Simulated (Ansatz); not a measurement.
## GaAs under changes of volume

One of the cells (22.590 Å³/atom); the others are scaled copies at fixed shape and fractional positions:

```
As Ga
1.0
     0.00000    2.82685    2.82685
     2.82685    0.00000    2.82685
     2.82685    2.82685    0.00000
As Ga
1 1
Direct
  0.75000 0.75000 0.75000
  0.00000 0.00000 0.00000
```

* Program: Ansatz 0.2.0
* Functional: PBE
* Potentials or basis: all-electron LAPW, scalar-relativistic
* Cutoff: 341 eV (chosen from the basis error)
* Basis error allowed: 0.0005 eV/atom
* k mesh: 8 × 8 × 8
* Occupations: fermi-dirac, width 0.05 eV
* Spin: no spin polarisation

```tsv
volume (Å³/atom)	energy over the lowest point (meV/atom)	pressure (GPa)	gap on the mesh (eV)
21.234	59.63	8.7	1.00
21.686	38.09	6.7	0.83
22.138	21.87	4.9	0.67
22.590	?	?	?
23.041	3.29	1.8	0.37
23.493	0.00	0.6	0.23
23.945	0.13	-0.6	0.09
```

Task: What does the run at 22.590 Å³/atom give?

Result: Energy over the lowest point 10.43 meV/atom; pressure 3.3 GPa; gap on the mesh 0.52 eV.

Worked out: A Birch-Murnaghan fit of order 3 (a polynomial in V^(-2/3)) to the other rows has its minimum at 23.70 Å³/atom with B0 = V·E''(V) = 61 GPa and B' = 4.6. It gives 10.44 meV/atom at 22.590 Å³/atom, against the run's 10.43, and -dE/dV = 3.3 GPa, against 3.3.

Energies are extrapolated to zero smearing.

A mesh can miss the band edges. Spin-orbit coupling on As, Ga is left out.
